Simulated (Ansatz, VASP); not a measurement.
**One calculation of BN, two programs**

The input INCAR:

```
SYSTEM = BN
PREC     = Accurate       ! precision mode
ENCUT    = 520            ! plane-wave cutoff, eV
EDIFF    = 1E-6           ! SCF threshold, eV
ISMEAR   = 0              ! smearing method
SIGMA    = 0.05           ! smearing width, eV
LREAL    = .FALSE.        ! projectors in reciprocal space
LASPH    = .TRUE.         ! aspherical terms in the spheres
NELM     = 80             ! most SCF steps
ALGO     = Normal         ! electronic algorithm
ISIF     = 2              ! what is computed and relaxed
LWAVE    = .FALSE.        ! write WAVECAR
LCHARG   = .FALSE.        ! write CHGCAR
GGA      = PS             ! functional
NBANDS   = 11             ! bands
```

KPOINTS

```
Automatic mesh
0
G
  12 12 12
  0 0 0
```

POSCAR

```
BN
1.0
    0.0000000000      1.9695477275      1.5362472275
    1.9695477275      0.0000000000      1.5362472275
    1.9695477275      1.9695477275      0.0000000000
B N
1 1
Direct
    0.0000000000      0.0000000000      0.0000000000
    0.7500000000      0.7500000000      0.7500000000
```

Input for Ansatz:

```yaml
crystal:
  lattice:
    - [0.0, 1.9695477275, 1.5362472275]
    - [1.9695477275, 0.0, 1.5362472275]
    - [1.9695477275, 1.9695477275, 0.0]
  atoms:
    - { symbol: B, position: [0.0, 0.0, 0.0] }
    - { symbol: "N", position: [0.75, 0.75, 0.75] }
basis:
  ecutwfc: 420
kpoints:
  mp_grid: { grid: [12, 12, 12] }
hamiltonian:
  xc: pbesol
scf:
  occupations: { method: gaussian, width: 0.05 }
output:
  forces: true
  stress: true
  eigenvalues: true
```

Alike in both runs: task single point; functional PBEsol; k mesh 12 × 12 × 12; occupations gaussian, width 0.05 eV; no spin polarisation.

|  | VASP | Ansatz |
| --- | --- | --- |
| version | VASP 6.6.1 | Ansatz 0.2.0 |
| potentials or method | VASP PAW PBE potentials, release 64 (B, N) | scalar-relativistic, plane waves, PAW |
| plane-wave cutoff (eV) | 520 | 420 |
| valence electrons in the cell | 8 | 8 |

|  | VASP | Ansatz | Ansatz less VASP |
| --- | --- | --- | --- |
| gap on the k mesh at the Fermi level (eV) | 1.12 | 1.13 | +0.015 |
| least direct gap on the mesh (eV) | 7.00 | 7.01 | +0.009 |
| pressure (GPa) | -7.8 | -8.3 | -0.49 |
| largest component of the traceless stress (GPa) | 69.12 | 69.19 | +0.073 |

The functional is the same, so the differences come from potentials, cutoffs and numerics.

Caveats: the PAW data sets were made with another functional, which shifts forces and pressure a little (VASP). A k mesh can miss the band edges.
